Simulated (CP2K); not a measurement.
**Ti in CP2K: convergence with smearing width**

Crystal: Ti.

```
Ti
1.0
     4.56737    0.00000    0.00000
    -2.28369    3.95546    0.00000
     0.00000    0.00000    2.82624
Ti
3
Direct
  0.66667 0.33333 0.50000
  0.33333 0.66667 0.50000
  0.00000 0.00000 0.00000
```

This isn't the form of Ti at room conditions, which is hcp.

```yaml
Program: CP2K 2026.2
Task: single point
Functional: PBE
Potentials_or_basis: GTH_POTENTIALS Ti GTH-PBE-q12; DZVP-MOLOPT-SR-GTH basis
Density_cutoff: 6123 eV
k_mesh: 5 × 5 × 7
Occupations: fermi-dirac, width 0.5 eV
Spin: no spin polarisation
```

These are the settings of the first run; the series varies smearing width, with any setting tied to it.

Hardware: 1 thread of Arm Neoverse V2, on a shared host.

Q: The values tried are 0.5 eV, 0.3 eV, 0.2 eV, 0.1 eV, 0.05 eV, 0.025 eV, 0.01 eV, loosest first. From which on does the energy stay within 1 meV/atom of the tightest run that finished?

A: From 0.025 eV on.

| smearing width | energy less the tightest run, at zero smearing (meV/atom) | pressure (GPa) | SCF cycles | CPU time (s) | peak memory (GiB) |
| --- | --- | --- | --- | --- | --- |
| 0.5 eV | 25.06 | 7.83 | 12 | 44 | 0.34 |
| 0.3 eV | 16.26 | 3.75 | 14 | 49 | 0.34 |
| 0.2 eV | 5.06 | 2.36 | 14 | 49 | 0.34 |
| 0.1 eV | -1.30 | 1.64 | 14 | 50 | 0.34 |
| 0.05 eV | -1.02 | 1.54 | 14 | 49 | 0.34 |
| 0.025 eV | -0.33 | 1.52 | 14 | 50 | 0.34 |
| 0.01 eV | 0.00 | 1.49 | 14 | 49 | 0.34 |

Against the tightest run, the pressure stays within 0.1 GPa from 0.05 eV on. Narrower smearing needs a denser k mesh, so at a fixed mesh the narrowest width isn't the most accurate. The tightest run that finished is the yardstick and may itself not be fully converged.

Caveat, for the tightest run too: the basis of atomic orbitals isn't converged, which shifts pressures, moduli and gaps.
